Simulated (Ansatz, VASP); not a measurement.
# One calculation of C, two programs

```xyz
1
Lattice="-1.2250 1.2250 1.2250 1.2250 -1.2250 1.2250 1.2250 1.2250 -1.2250" Properties=species:S:1:pos:R:3 pbc="T T T"
C     0.0000    0.0000    0.0000
```

Alike in both runs: task single point; functional r2SCAN; k mesh 21 × 21 × 21; occupations fermi-dirac, width 0.1 eV; no spin polarisation.

|  | VASP | Ansatz |
| --- | --- | --- |
| version | VASP 6.6.1 | Ansatz 0.2.0 |
| potentials or method | VASP PAW PBE potentials, release 64 (C) | plane waves (500 eV) with PAW, scalar-relativistic |
| plane-wave cutoff (eV) | 520 | 500 |
| valence electrons in the cell | 4 | 4 |

|  | VASP | Ansatz | Ansatz less VASP |
| --- | --- | --- | --- |
| pressure (GPa) | -11.6 | -11.8 | -0.14 |

Caveats: the PAW data sets were made with another functional, which shifts forces and pressure a little (VASP).
